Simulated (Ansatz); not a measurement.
# AlN: the cost of one run

Program: Ansatz 0.2.0. Level of theory: DFT PBE, scalar-relativistic, plane waves, PAW. These are calculated values, not measurements.

2 further runs of the same task are left out: 2 set aside as unsound or not needed.

## (1) The starting structure

It takes space group F-43m (No. 216, cubic). Conventional cell: a = 4.403 Å, b = 4.403 Å, c = 4.403 Å, α = 90.00°, β = 90.00°, γ = 90.00°. Around Al (site symmetry -43m) lie 4 N at 1.91 Å. Around N (site symmetry -43m) lie 4 Al at 1.91 Å.

As a file:

```cif
data_structure
_symmetry_space_group_name_H-M 'F-43m'
_symmetry_Int_Tables_number 216
_cell_length_a 4.4032
_cell_length_b 4.4032
_cell_length_c 4.4032
_cell_angle_alpha 90.000
_cell_angle_beta 90.000
_cell_angle_gamma 90.000
_cell_volume 85.37
loop_
_atom_site_label
_atom_site_type_symbol
_atom_site_symmetry_multiplicity
_atom_site_Wyckoff_symbol
_atom_site_fract_x
_atom_site_fract_y
_atom_site_fract_z
_atom_site_occupancy
Al1 Al 4 a 0.00000 0.00000 0.00000 1
N1 N 4 c 0.25000 0.25000 0.25000 1
```

It goes back to an entry of the Materials Project, which need not be the stable form.

It is the result of an earlier relaxation at this level (volume 10.67 Å³/atom; gap on the mesh: 3.31 eV).

## (2) The scan: a tetragonal deformation path

At fixed volume and fractional coordinates, lengths along (0.000, 0.000, 1.000) are scaled against those across it; ρ is that ratio over its starting value.

## (3) ρ = 0.707

The input, input.yaml:

```yaml
crystal:
  lattice:
    - [0.0, 2.471322372, 1.747224917]
    - [2.471322372, 0.0, 1.747224917]
    - [2.471322372, 2.471322372, 0.0]
  atoms:
    - { symbol: Al, position: [0.0, 0.0, 0.0] }
    - { symbol: "N", position: [0.75, 0.75, 0.75] }
basis:
  ecutwfc: 420
kpoints:
  mp_grid: { grid: [10, 10, 10] }
hamiltonian:
  xc: pbe
scf:
  occupations: { method: gaussian, width: 0.05 }
output:
  forces: true
  stress: true
  eigenvalues: true
  write_density: true
  write_potential: true
  elf: true
  volumetric_format: npy
```

Command:

```sh
ansatz run input.yaml --threads 1 --pin off --max-ram 2560MiB --backend cpu --events-out ev --progress --plain --runs-dir out
```

Q: Estimate wall time and peak memory on 1 thread of AMD EPYC 7R43 (Zen 3), shared host.

About 2.4 s, with a peak of 0.34 GiB.
